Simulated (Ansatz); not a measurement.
## Au(111) / 3 layers Pt(111) / Au(111): resistance against film thickness

Aim: what a thin film of another metal adds to the resistance, first Au(111) / 3 layers Pt(111) / Au(111).

Calculated with Ansatz 0.2.0; Ansatz plane-wave DFT, PBE, PAW files; ballistic transport by layer matching (Landauer), zero bias.

Most raw output is cut from this account.

## (1) Starting point

The cell holds 11 atoms: 8 Au and 3 Pt. Its edges and angles: a = 2.884 Å, b = 2.884 Å, c = 25.173 Å, α = 86.7°, β = 93.3°, γ = 120.0°. It derives from Au and Pt. Regions: lead, 8 atoms (8 Au); films, 3 atoms (3 Pt). The structure is stacked along c, and the current runs across the ab planes.

## (2) With 3 layers

The film is laid into the lead at the lead's in-plane lattice, and the cell closes on the lead's own image. The mesh across the current, 30×30, is finer than the density's, because channels open and close sharply across the zone. Energies from -1 to 1 eV in steps of 0.036 eV cover the slope of the Fermi function at 300 K, so the program can form a conductance.

input.yaml reads:

```yaml
crystal:
  lattice:
    - [2.8837582304, 0.0, 0.0]
    - [-1.4418791152, 2.4974078859, 0.0]
    - [-1.4418791152, 0.8324692953, 25.1182152202]
  atoms:
    - { symbol: Au, position: [0.015623315, 0.984376685, 0.0468699451] }
    - { symbol: Au, position: [0.3802032784, 0.6197967216, 0.1406098352] }
    - { symbol: Au, position: [0.7447832418, 0.2552167582, 0.2343497254] }
    - { symbol: Au, position: [0.1093632052, 0.8906367948, 0.3280896155] }
    - { symbol: Pt, position: [0.4722132357, 0.5277867643, 0.416639707] }
    - { symbol: Pt, position: [0.8333333333, 0.1666666667, 0.5] }
    - { symbol: Pt, position: [0.194453431, 0.805546569, 0.583360293] }
    - { symbol: Au, position: [0.5573034615, 0.4426965385, 0.6719103845] }
    - { symbol: Au, position: [0.9218834249, 0.0781165751, 0.7656502746] }
    - { symbol: Au, position: [0.2864633883, 0.7135366117, 0.8593901648] }
    - { symbol: Au, position: [0.6510433516, 0.3489566484, 0.9531300549] }
kpoints:
  mp_grid: { grid: [15, 15, 1] }
hamiltonian:
  xc: pbe
scf:
  occupations: { method: fermi_dirac, width: 0.1 }
output:
  transmission: { leads: [[0, 1]], kmesh: [30, 30], e_range: [-1.0, 1.0], de: 0.036 }
  write_potential: true
  write_density: true
  volumetric_format: npy
  elf: true
```

Launch:

```bash
$ ansatz run input.yaml --threads 4 --pin off --max-ram 8192MiB --backend cpu --events-out ev --progress --plain --runs-dir out
```

The job ended after 3.7 min (4 threads of Arm Neoverse V2, shared host; peak memory 1.3 GiB; 14 min of CPU time).

This step gave:

```yaml
free_energy: -142763.2174 eV
energy_at_zero_smearing: -142763.1066 eV
fermi_energy: 21.42 eV
cell_area: 7.202 Å²
step_of_the_lead_s_potential: 7.7 meV
ballistic_conductance_of_the_lead: 8.55e14 S/m²
estimated_errors_of_the_lead_s_conductance: 0, 4.1, 0.3 % (band edges, k-mesh, distance from neutral)
lead_conductance_per_cell: 0.7944 G₀
conductance_of_the_junction: 6.49e14 S/m²
junction_conductance_per_cell: 0.6028 G₀
estimated_errors_of_the_junction_s_conductance: 0.1, 0, 2.9, 3, 0.6 % (energy step, band edges, k-mesh, leads' steps, distance from neutral)
area_resistance_that_the_stack_adds_contact_term_taken_off_spin_by_spin: 0.3718 fΩ m²
```

Per spin. Transmission, zone mean against energy, zero at the Fermi level:

| energy (eV) | transmission, zone mean |
| --- | --- |
| -1.000 | 0.505 |
| -0.928 | 0.569 |
| -0.856 | 0.545 |
| -0.784 | 0.563 |
| -0.712 | 0.603 |
| -0.676 | 0.602 |
| -0.640 | 0.619 |
| -0.604 | 0.596 |
| -0.532 | 0.595 |
| -0.460 | 0.625 |
| -0.388 | 0.590 |
| -0.316 | 0.595 |
| -0.244 | 0.580 |
| -0.172 | 0.593 |
| -0.100 | 0.607 |
| -0.028 | 0.585 |
| 0.008 | 0.599 |
| 0.080 | 0.632 |
| 0.152 | 0.614 |
| 0.224 | 0.633 |
| 0.296 | 0.639 |
| 0.368 | 0.643 |
| 0.440 | 0.651 |
| 0.512 | 0.657 |
| 0.584 | 0.669 |
| 0.656 | 0.669 |
| 0.692 | 0.666 |
| 0.764 | 0.661 |
| 0.836 | 0.681 |
| 0.908 | 0.693 |
| 0.980 | 0.695 |

Per spin. Open channels, zone mean, lead against energy, zero at the Fermi level:

| energy (eV) | open channels, zone mean, lead |
| --- | --- |
| -1.000 | 0.657 |
| -0.964 | 0.67 |
| -0.892 | 0.683 |
| -0.856 | 0.697 |
| -0.784 | 0.71 |
| -0.748 | 0.71 |
| -0.676 | 0.723 |
| -0.640 | 0.723 |
| -0.568 | 0.723 |
| -0.532 | 0.737 |
| -0.460 | 0.737 |
| -0.424 | 0.75 |
| -0.352 | 0.777 |
| -0.316 | 0.79 |
| -0.244 | 0.783 |
| -0.208 | 0.783 |
| -0.136 | 0.783 |
| -0.100 | 0.783 |
| -0.028 | 0.797 |
| 0.008 | 0.797 |
| 0.080 | 0.797 |
| 0.116 | 0.783 |
| 0.188 | 0.83 |
| 0.224 | 0.843 |
| 0.296 | 0.843 |
| 0.332 | 0.837 |
| 0.404 | 0.837 |
| 0.440 | 0.837 |
| 0.512 | 0.837 |
| 0.548 | 0.837 |
| 0.620 | 0.837 |
| 0.656 | 0.837 |
| 0.728 | 0.85 |
| 0.764 | 0.85 |
| 0.836 | 0.863 |
| 0.872 | 0.877 |
| 0.944 | 0.873 |
| 0.980 | 0.873 |

Transmission over k1 and k2. At 0.0080 eV from the Fermi level.

Values, 12 rows by 16 columns, each cell a mean:
```
0.72 0.91 0.85 0.69 0.69 0.66 0.77 0.95 0.86 0.35 0.01 0.00 0.00 0.00 0.00 0.06
0.50 0.94 0.98 0.97 0.99 0.97 0.96 0.98 0.97 0.86 0.32 0.04 0.00 0.00 0.00 0.00
0.49 0.73 0.98 0.98 0.97 0.86 0.84 0.94 0.98 0.96 0.80 0.49 0.11 0.00 0.00 0.00
0.53 0.72 0.97 0.92 0.86 0.75 0.49 0.53 0.91 0.85 0.95 0.87 0.58 0.23 0.00 0.00
0.46 0.86 0.97 0.91 0.70 0.44 0.53 0.20 0.55 0.46 0.73 0.92 0.95 0.75 0.38 0.08
0.79 0.92 0.98 0.98 0.89 0.64 0.50 0.00 0.02 0.30 0.67 0.92 0.99 0.98 0.96 0.74
0.57 0.66 0.91 0.97 0.97 0.74 0.41 0.20 0.12 0.17 0.32 0.58 0.90 0.98 0.95 0.92
0.18 0.02 0.33 0.68 0.94 0.92 0.75 0.49 0.66 0.36 0.58 0.60 0.81 0.95 0.95 0.62
0.19 0.00 0.00 0.20 0.56 0.86 0.96 0.96 0.90 0.67 0.66 0.90 0.95 0.97 0.96 0.63
0.23 0.00 0.00 0.00 0.10 0.48 0.81 0.99 0.99 0.95 0.91 0.94 0.99 0.99 0.93 0.66
0.14 0.00 0.00 0.00 0.00 0.01 0.29 0.91 0.95 0.95 0.92 0.89 0.89 0.93 0.96 0.89
0.65 0.18 0.13 0.16 0.14 0.18 0.11 0.71 0.82 0.70 0.48 0.54 0.53 0.57 0.62 0.78
```
Columns: k1 (b1) from -0.5 to 0.467; rows upwards: k2 (b2) from -0.5 to 0.467.

Open channels over k1 and k2. At 0.0080 eV from the Fermi level.

Values, 12 rows by 16 columns, each cell a mean:
```
1.00 1.00 1.00 1.00 1.00 1.00 1.00 1.00 1.00 1.00 0.13 0.00 0.00 0.00 0.03 0.61
1.00 1.00 1.00 1.00 1.00 1.00 1.00 1.00 1.00 1.00 0.69 0.08 0.00 0.00 0.00 0.00
1.00 1.00 1.00 1.00 1.00 1.00 1.00 1.00 1.00 1.00 1.00 0.89 0.27 0.00 0.00 0.00
1.00 1.00 1.00 1.00 1.00 1.00 1.00 1.00 1.00 1.00 1.00 1.00 0.96 0.48 0.00 0.00
1.00 1.00 1.00 1.00 1.00 1.00 0.99 0.80 0.89 1.00 1.00 1.00 1.00 1.00 0.76 0.60
1.00 1.00 1.00 1.00 1.00 1.00 0.93 0.00 0.09 0.73 1.00 1.00 1.00 1.00 1.00 1.00
1.00 1.00 1.00 1.00 1.00 1.00 1.00 0.79 0.20 0.52 1.00 1.00 1.00 1.00 1.00 1.00
0.63 0.20 0.68 1.00 1.00 1.00 1.00 1.00 1.00 1.00 1.00 1.00 1.00 1.00 1.00 1.00
0.53 0.00 0.00 0.43 0.95 1.00 1.00 1.00 1.00 1.00 1.00 1.00 1.00 1.00 1.00 1.00
0.53 0.00 0.00 0.00 0.23 0.87 1.00 1.00 1.00 1.00 1.00 1.00 1.00 1.00 1.00 1.00
0.63 0.01 0.00 0.00 0.00 0.05 0.76 1.00 1.00 1.00 1.00 1.00 1.00 1.00 1.00 1.00
1.00 0.65 0.40 0.40 0.40 0.40 0.76 1.00 1.00 1.00 1.00 1.00 1.00 1.00 1.00 1.00
```
Columns: k1 (b1) from -0.5 to 0.467; rows upwards: k2 (b2) from -0.5 to 0.467.

Electrostatic potential energy in the ca plane at fractional y = 0.078, with atoms of Au within 0.2 Å of it. With pseudopotentials it is smooth inside the atoms' cores, unlike the true potential.

Ten even steps from '0' (-29 eV) to '9' (24 eV), each cell a mean:
```
02799999999754689976799999998400028999999999
57999999998410269999999999998300017999999999
89999989998300169999999999998400038988999998
99999989998410379987899999999743479865689987
78999999999755689853369999999988899631379876
24799999999988999620148998899999999621379976
01599999999999999510048998899988889754689988
00589999999988999732369999999842268988899999
```
Columns run along c (16.0 Å, from fractional 0.05 to 0.69 of the cell; values clipped at the 3rd and 97th percentile), rows up along a (2.9 Å).

Valence density in the ca plane at fractional y = 0.078, with atoms of Au within 0.2 Å of it. It is the smooth field of the valence electrons, not physical close to the nuclei.

Ten even steps from '0' (0 e/Å³) to '9' (11 e/Å³), each cell a mean:
```
53000000000011100000000000000147620000000000
10000000000145300000000000000169720000000000
00000000000256410000000000000146410000000000
00000000000144200000000000000012100001000000
00000000000011000012200000000000000012100000
32000000000000000035410000000000000022100000
84100000000000000146510000000000000011000000
95100000000000000023200000000012200000000000
```
Columns run along c (16.0 Å, from fractional 0.05 to 0.69 of the cell), rows up along a (2.9 Å).

ELF in the ca plane at fractional y = 0.078, with atoms of Au within 0.2 Å of it. It is the smooth field of the valence electrons, not physical close to the nuclei.

Ten even steps from '0' (0.13) to '9' (0.68), each cell a mean:
```
86311111101355421134321112222589962221100001
54211111112577641111100011122599973221100001
21001122112688741111100011222589852222210112
11001121112577631123321112222356522234421123
33101111111355321246642122211122222367522234
76311111000122111478752112211112222477522234
97421111000011111478752112211123222345421122
98521111000122211357641122222357632222210011
```
Columns run along c (16.0 Å, from fractional 0.05 to 0.69 of the cell), rows up along a (2.9 Å).

The lead's potential steps by 7.7 meV from period to period, small in itself. The program estimates the junction's conductance to 2.9 % from the k-mesh, 0.6 % from the leads' distance from neutral and 3 % from their steps.

By hand: 1/G − 1/G_lead = 1/0.6485 − 1/0.8546 = 0.372 fΩ m² with G in 10¹⁵ S/m².

## (3) With 5 layers, film layers 5

The stack now holds 5 film layers; the k-mesh follows the cell, and the energies span -0.27 to 0.27 eV.

System of this step: Au(111) / 5 layers Pt(111) / Au(111). The cell holds 13 atoms: 8 Au and 5 Pt. Cell: a = 2.884 Å, b = 2.884 Å, c = 29.353 Å, α = 92.8°, β = 87.2°, γ = 120.0°. It derives from Au and Pt. Regions: lead, 8 atoms (8 Au); films, 5 atoms (5 Pt). The structure is stacked along c, and the current runs across the ab planes.

input.yaml reads:

```yaml
crystal:
  lattice:
    - [2.8837582304, 0.0, 0.0]
    - [-1.4418791152, 2.4974078859, 0.0]
    - [1.4418791152, -0.8324692953, 29.3059387786]
  atoms:
    - { symbol: Au, position: [0.986609206, 0.013390794, 0.040172382] }
    - { symbol: Au, position: [0.2931609513, 0.7068390487, 0.120517146] }
    - { symbol: Au, position: [0.5997126967, 0.4002873033, 0.20086191] }
    - { symbol: Au, position: [0.906264442, 0.093735558, 0.281206674] }
    - { symbol: Pt, position: [0.2142989184, 0.7857010816, 0.3571032448] }
    - { symbol: Pt, position: [0.5238161259, 0.4761838741, 0.4285516224] }
    - { symbol: Pt, position: [0.8333333333, 0.1666666667, 0.5] }
    - { symbol: Pt, position: [0.1428505408, 0.8571494592, 0.5714483776] }
    - { symbol: Pt, position: [0.4523677483, 0.5476322517, 0.6428967552] }
    - { symbol: Au, position: [0.7604022247, 0.2395977753, 0.718793326] }
    - { symbol: Au, position: [0.06695397, 0.93304603, 0.79913809] }
    - { symbol: Au, position: [0.3735057153, 0.6264942847, 0.879482854] }
    - { symbol: Au, position: [0.6800574607, 0.3199425393, 0.959827618] }
kpoints:
  mp_grid: { grid: [15, 15, 1] }
hamiltonian:
  xc: pbe
scf:
  occupations: { method: fermi_dirac, width: 0.1 }
output:
  transmission:
    leads: [[0, 1]]
    kmesh: [30, 30]
    e_range: [-0.27, 0.27]
    de: 0.036
  write_potential: true
  write_density: true
  volumetric_format: npy
```

Wall time 2 min (4 threads); peak memory 1.7 GiB; 7.2 min of CPU time.

This step gave:

| Quantity | Value |
| --- | --- |
| free energy | -167809.1177 eV |
| energy at zero smearing | -167808.9686 eV |
| Fermi energy | 21.70 eV |
| estimated errors of the lead's conductance | 0, 4.2, 0.3 % (band edges, k-mesh, distance from neutral) |
| conductance of the junction | 6.24e14 S/m² |
| junction conductance per cell | 0.5802 G₀ |
| estimated errors of the junction's conductance | 0, 0, 3.9, 4, 2.1 % (energy step, band edges, k-mesh, leads' steps, distance from neutral) |
| area resistance that the stack adds (contact term taken off, spin by spin) | 0.4320 fΩ m² |

Per spin. Transmission, zone mean against energy, zero at the Fermi level:

| energy (eV) | transmission, zone mean |
| --- | --- |
| -0.270 | 0.715 |
| -0.234 | 0.669 |
| -0.198 | 0.655 |
| -0.162 | 0.614 |
| -0.126 | 0.621 |
| -0.090 | 0.637 |
| -0.054 | 0.596 |
| -0.018 | 0.575 |
| 0.018 | 0.568 |
| 0.054 | 0.574 |
| 0.090 | 0.570 |
| 0.126 | 0.564 |
| 0.162 | 0.596 |
| 0.198 | 0.624 |
| 0.234 | 0.621 |
| 0.270 | 0.575 |

The conductance of the junction is 6.2e14 S/m², 3.8 % under the 6.5e14 S/m² of the last finished run, within the error estimates, leads' steps apart, of 2.9 and 3.9 %.

## (4) With 6 layers, film layers 6

The stack now holds 6 film layers; the k-mesh follows the cell, and the energies span -0.27 to 0.27 eV.

System of this step: Au(111) / 6 layers Pt(111) / Au(111). The cell holds 14 atoms: 8 Au and 6 Pt. Its edges and angles: a = 2.884 Å, b = 2.884 Å, c = 31.444 Å, α = 87.4°, β = 92.6°, γ = 120.0°. It derives from Au and Pt. Regions: lead, 8 atoms (8 Au); films, 6 atoms (6 Pt). The structure is stacked along c, and the current runs across the ab planes.

input.yaml reads:

```yaml
crystal:
  lattice:
    - [2.8837582304, 0.0, 0.0]
    - [-1.4418791152, 2.4974078859, 0.0]
    - [-1.4418791152, 0.8324692953, 31.3998005578]
  atoms:
    - { symbol: Au, position: [0.0124978434, 0.9875021566, 0.0374935301] }
    - { symbol: Au, position: [0.3708268634, 0.6291731366, 0.1124805903] }
    - { symbol: Au, position: [0.7291558835, 0.2708441165, 0.1874676505] }
    - { symbol: Au, position: [0.0874849036, 0.9125150964, 0.2624547108] }
    - { symbol: Pt, position: [0.4444300669, 0.5555699331, 0.3332902007] }
    - { symbol: Pt, position: [0.7999913735, 0.2000086265, 0.3999741204] }
    - { symbol: Pt, position: [0.15555268, 0.84444732, 0.4666580401] }
    - { symbol: Pt, position: [0.5111139866, 0.4888860134, 0.5333419599] }
    - { symbol: Pt, position: [0.8666752932, 0.1333247068, 0.6000258796] }
    - { symbol: Pt, position: [0.2222365998, 0.7777634002, 0.6667097993] }
    - { symbol: Au, position: [0.5791817631, 0.4208182369, 0.7375452892] }
    - { symbol: Au, position: [0.9375107832, 0.0624892168, 0.8125323495] }
    - { symbol: Au, position: [0.2958398032, 0.7041601968, 0.8875194097] }
    - { symbol: Au, position: [0.6541688233, 0.3458311767, 0.9625064699] }
kpoints:
  mp_grid: { grid: [15, 15, 1] }
hamiltonian:
  xc: pbe
scf:
  occupations: { method: fermi_dirac, width: 0.1 }
output:
  transmission:
    leads: [[0, 1]]
    kmesh: [30, 30]
    e_range: [-0.27, 0.27]
    de: 0.036
  write_potential: true
  write_density: true
  volumetric_format: npy
```

Wall time 2.3 min (4 threads); peak memory 1.9 GiB; 8.2 min of CPU time.

Numbers from this step:

* free energy: -180332.0658 eV
* energy at zero smearing: -180331.8956 eV
* Fermi energy: 21.81 eV
* step of the lead's potential: 7.5 meV
* lead conductance per cell: 0.7945 G₀
* conductance of the junction: 6.30e14 S/m²
* junction conductance per cell: 0.5854 G₀
* estimated errors of the junction's conductance: 0.1, 0, 4.6, 3.9, 3.6 % (energy step, band edges, k-mesh, leads' steps, distance from neutral)
* area resistance that the stack adds (contact term taken off, spin by spin): 0.4179 fΩ m²

Per spin. The transmission, zone mean by energy, zero at the Fermi level:

| energy (eV) | transmission, zone mean |
| --- | --- |
| -0.270 | 0.610 |
| -0.234 | 0.627 |
| -0.198 | 0.630 |
| -0.162 | 0.647 |
| -0.126 | 0.658 |
| -0.090 | 0.656 |
| -0.054 | 0.626 |
| -0.018 | 0.588 |
| 0.018 | 0.560 |
| 0.054 | 0.557 |
| 0.090 | 0.557 |
| 0.126 | 0.575 |
| 0.162 | 0.604 |
| 0.198 | 0.615 |
| 0.234 | 0.641 |
| 0.270 | 0.663 |

The conductance of the junction is 6.3e14 S/m², 0.89 % over the 6.2e14 S/m² of the last finished run, within the error estimates, leads' steps apart, of 3.9 and 4.6 %.

## (5) With 8 layers, film layers 8

The stack now holds 8 film layers; the k-mesh follows the cell, and the energies span -0.27 to 0.27 eV.

System of this step: Au(111) / 8 layers Pt(111) / Au(111). The cell holds 16 atoms: 8 Au and 8 Pt. Cell: a = 2.884 Å, b = 2.884 Å, c = 35.626 Å, α = 92.3°, β = 87.7°, γ = 120.0°. It derives from Au and Pt. Regions: lead, 8 atoms (8 Au); films, 8 atoms (8 Pt). The structure is stacked along c, and the current runs across the ab planes.

input.yaml reads:

```yaml
crystal:
  lattice:
    - [2.8837582304, 0.0, 0.0]
    - [-1.4418791152, 2.4974078859, 0.0]
    - [1.4418791152, -0.8324692953, 35.5875241162]
  atoms:
    - { symbol: Au, position: [0.9889728269, 0.0110271731, 0.0330815193] }
    - { symbol: Au, position: [0.300251814, 0.699748186, 0.099244558] }
    - { symbol: Au, position: [0.6115308011, 0.3884691989, 0.1654075967] }
    - { symbol: Au, position: [0.9228097882, 0.0771902118, 0.2315706354] }
    - { symbol: Pt, position: [0.2353097882, 0.7646902118, 0.2940706354] }
    - { symbol: Pt, position: [0.5490308011, 0.4509691989, 0.3529075967] }
    - { symbol: Pt, position: [0.862751814, 0.137248186, 0.411744558] }
    - { symbol: Pt, position: [0.1764728269, 0.8235271731, 0.4705815193] }
    - { symbol: Pt, position: [0.4901938398, 0.5098061602, 0.5294184807] }
    - { symbol: Pt, position: [0.8039148527, 0.1960851473, 0.588255442] }
    - { symbol: Pt, position: [0.1176358656, 0.8823641344, 0.6470924033] }
    - { symbol: Pt, position: [0.4313568785, 0.5686431215, 0.7059293646] }
    - { symbol: Au, position: [0.7438568785, 0.2561431215, 0.7684293646] }
    - { symbol: Au, position: [0.0551358656, 0.9448641344, 0.8345924033] }
    - { symbol: Au, position: [0.3664148527, 0.6335851473, 0.900755442] }
    - { symbol: Au, position: [0.6776938398, 0.3223061602, 0.9669184807] }
kpoints:
  mp_grid: { grid: [15, 15, 1] }
hamiltonian:
  xc: pbe
scf:
  occupations: { method: fermi_dirac, width: 0.1 }
output:
  transmission:
    leads: [[0, 1]]
    kmesh: [30, 30]
    e_range: [-0.27, 0.27]
    de: 0.036
  write_potential: true
  write_density: true
  volumetric_format: npy
```

Run time: 2.6 min. Hardware: 4 threads; peak memory 2.3 GiB.

This step gave:

- free energy: -205377.9502 eV
- energy at zero smearing: -205377.7286 eV
- Fermi energy: 21.99 eV
- step of the lead's potential: 8.3 meV
- conductance of the junction: 6.44e14 S/m²
- junction conductance per cell: 0.5985 G₀
- estimated errors of the junction's conductance: 0, 0, 4.2, 4.2, 1.7 % (energy step, band edges, k-mesh, leads' steps, distance from neutral)
- area resistance that the stack adds (contact term taken off, spin by spin): 0.3832 fΩ m²

Per spin. Transmission, zone mean against energy, zero at the Fermi level:

| energy (eV) | transmission, zone mean |
| --- | --- |
| -0.270 | 0.640 |
| -0.234 | 0.632 |
| -0.198 | 0.612 |
| -0.162 | 0.630 |
| -0.126 | 0.615 |
| -0.090 | 0.619 |
| -0.054 | 0.606 |
| -0.018 | 0.619 |
| 0.018 | 0.591 |
| 0.054 | 0.560 |
| 0.090 | 0.571 |
| 0.126 | 0.551 |
| 0.162 | 0.528 |
| 0.198 | 0.559 |
| 0.234 | 0.564 |
| 0.270 | 0.591 |

The conductance of the junction is 6.4e14 S/m², 2.2 % over the 6.3e14 S/m² of the last finished run, within the error estimates, leads' steps apart, of 4.6 and 4.2 %.

(Part 1 of 2 ends here.)

[Logs are printed without paths, hosts, clocks, repeated set-up lines and the standing remarks that a program may print on its own settings, such as how far it seeks lower states.]

[Hosts, paths, dates, database ids (printed as entryN), source tags and the programs' standing remarks are cut or masked in the printed files.]
